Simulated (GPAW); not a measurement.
ZrS2:

```
CELL_PARAMETERS angstrom
3.69138 0.00000 0.00000
-1.84569 3.19683 0.00000
0.00000 0.00000 6.04108
ATOMIC_POSITIONS crystal
Zr 0.00000 0.00000 0.00000
S 0.33333 0.66667 0.23791
S 0.66667 0.33333 0.76209
```

The cell is a database's computed one.

- Program: GPAW 26.7.0
- Task: relaxation of cell and atoms
- Functional: revPBE
- Dispersion: D4
- Potentials or basis: the program's PAW data sets (release 1.2.1) made for this functional
- Cutoff: 600 eV
- Basis: pw
- k mesh: 8 × 8 × 5
- Occupations: fermi-dirac, width 0.05 eV
- Spin: no spin polarisation

At the start: pressure -2.1 GPa; volume 23.76 Å³/atom.

Question: Where does the relaxation end?

Answer: Over 12 steps the energy falls by 14.4 meV/atom and the volume is 21.69 Å³/atom (-8.7 %); space group P-3m1 (No. 164, to 0.05 Å).

The path:
| step | energy change (eV) | largest force (eV/Å) | pressure (GPa) | volume (Å³) |
| --- | --- | --- | --- | --- |
| 1 | 0.0000 | 0.0480 | -2.06 | 71.29 |
| 2 | -0.0038 | 0.0880 | -1.71 | 70.98 |
| 3 | -0.0151 | 0.2893 | 0.25 | 69.12 |
| 4 | -0.0175 | 0.2766 | 0.38 | 68.79 |
| 5 | -0.0261 | 0.0779 | 0.28 | 67.39 |
| 6 | -0.0274 | 0.0132 | -0.04 | 67.34 |
| 7 | -0.0296 | 0.0705 | -0.54 | 67.28 |
| 8 | -0.0327 | 0.1422 | -0.96 | 66.99 |
| 9 | -0.0377 | 0.2024 | -1.23 | 66.14 |
| 10 | -0.0412 | 0.1592 | -0.90 | 65.39 |
| 11 | -0.0431 | 0.0448 | -0.28 | 65.09 |
| 12 | -0.0432 | 0.0002 | -0.02 | 65.06 |

Final structure:
```xyz
3
Lattice="3.6330 0.0000 0.0000 -1.8165 3.1463 0.0000 0.0000 0.0000 5.6920" Properties=species:S:1:pos:R:3 pbc="T T T"
Zr    0.0000    0.0000    0.0000
S     0.0000    2.0975    1.4591
S     1.8165    1.0487    4.2329
```

Caveat: later steps reuse the first step's grids.
